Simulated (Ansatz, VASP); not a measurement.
Two plane-wave programs on CoO

INCAR

```
  PREC = Accurate
  ENCUT = 520
  EDIFF = 1E-7
  ISMEAR = 0
  SIGMA = 0.1
  LREAL = False
  LASPH = True
  NELM = 150
  ALGO = Normal
  ISIF = 2
  LWAVE = False
  LCHARG = False
  ISPIN = 2
  MAGMOM = 2.74 0.38
  LORBIT = 11
  LMAXMIX = 4
  GGA = PS
  NBANDS = 18
```

File KPOINTS:

```
regular mesh
0
Gamma
  10 10 10
```

Contents of POSCAR:

```
CoO
1.0
   -1.5080001529      1.5080001529      2.1072499549
    1.5080001529     -1.5080001529      2.1072499549
    1.5080001529      1.5080001529     -2.1072499549
Co O
1 1
Direct
    0.0000000000      0.0000000000      0.0000000000
    0.5000000000      0.5000000000      0.0000000000
```

Input for Ansatz:

```yaml
crystal:
  lattice:
    - [-1.5080001529, 1.5080001529, 2.1072499549]
    - [1.5080001529, -1.5080001529, 2.1072499549]
    - [1.5080001529, 1.5080001529, -2.1072499549]
  atoms:
    - { symbol: Co, position: [0.0, 0.0, 0.0], spin: 2.74 }
    - { symbol: O, position: [0.5, 0.5, 0.0], spin: 0.38 }
basis:
  ecutwfc: 420
kpoints:
  mp_grid: { grid: [10, 10, 10] }
hamiltonian:
  xc: pbesol
scf:
  occupations: { method: gaussian, width: 0.1 }
output:
  forces: true
  stress: true
  eigenvalues: true
  populations: true
magnetization:
  spin_polarized: true
```

Alike in both runs: task single point; functional PBEsol; k mesh 10 × 10 × 10; occupations gaussian, width 0.1 eV; collinear spin.

|  | VASP | Ansatz |
| --- | --- | --- |
| version | VASP 6.6.1 | Ansatz 0.2.0 |
| potentials or method | VASP PAW PBE potentials, release 64 (Co, O) | scalar-relativistic, plane waves, PAW |
| plane-wave cutoff (eV) | 520 | 420 |
| valence electrons in the cell | 15 | 23 |

VASP gave:

* gap on the k mesh at the Fermi level (eV): none
* pressure (GPa): -9.7
* largest component of the traceless stress (GPa): 0.25
* net moment per atom (μB): 1.46
* size of the moment on the site where the two differ most (μB): 2.56

**Question.** What did Ansatz give for the same quantities?

**Answer.** gap on the k mesh at the Fermi level (eV): none; pressure (GPa): -9.2; largest component of the traceless stress (GPa): 0.28; net moment per atom (μB): 1.47; size of the moment on the site where the two differ most (μB): 2.48.

Site moments also hang on the region over which each program counts them. A gap of «none» marks a metal or a gap that the smearing closes. With one functional, cell and mesh, what is left measures potentials, basis and numerics. The two sets of potentials don't hold the same shells in valence.

Caveats: the PAW data sets were made with another functional, which shifts forces and pressure a little (VASP); a cell with one magnetic atom can't hold antiferromagnetic order, which such compounds often take; semilocal functionals often make such compounds metallic where correlation or magnetic order opens a gap, which also shifts bond lengths.
